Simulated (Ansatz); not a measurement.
Crystal: MnO2.

```
Mn O
1.0
     2.85658    0.00000    0.00000
    -1.42829    2.47387    0.00000
     0.00000    0.00000    4.60137
Mn O
1 2
Direct
  0.00000 0.00000 0.50000
  0.33333 0.66667 0.70629
  0.66667 0.33333 0.29371
```

Measurements of this composition are mostly on another form, of space group No. 136.

Base run:

```yaml
Program: Ansatz 0.2.0
Functional: PBE0
Potentials_or_basis: Ansatz PAW
Cutoff: 420 eV
Density_cutoff: 1680 eV
k_mesh: 8 × 8 × 4
Occupations: fermi-dirac, width 0.05 eV
Spin: collinear spin, ferromagnetic start
Starting_moments: "[4.0, 0.0, 0.0] μB"
```

Its results: band gap on the k mesh 4.26 eV, indirect (least direct gap 4.35 eV); net moment 3.00 μB per cell; site moments Mn +2.69; O -0.03 μB; largest force 0.450 eV/Å.

Q: After a change of settings the same cell gave: band gap on the k mesh 3.50 eV, indirect (least direct gap 3.59 eV); net moment 3.00 μB per cell; site moments Mn +2.69; O -0.03 μB; largest force 0.439 eV/Å. Which change was it?
A. functional from PBE0 to BLYP; k mesh from 8 × 8 × 4 to 11 × 11 × 6
B. functional from PBE0 to LDA; k mesh from 8 × 8 × 4 to 11 × 11 × 6
C. functional from PBE0 to PBEsol; k mesh from 8 × 8 × 4 to 11 × 11 × 6
D. functional from PBE0 to HSE06

A: D.

Caveats: the magnetic or orbital state may not be the lowest; a cell with one magnetic atom can't hold antiferromagnetic order, which such compounds often take; the PAW data sets come from PBE, with cores solved anew for the run's functional, which leaves a small shift of forces and pressure.

Not every run made on this cell is shown here.
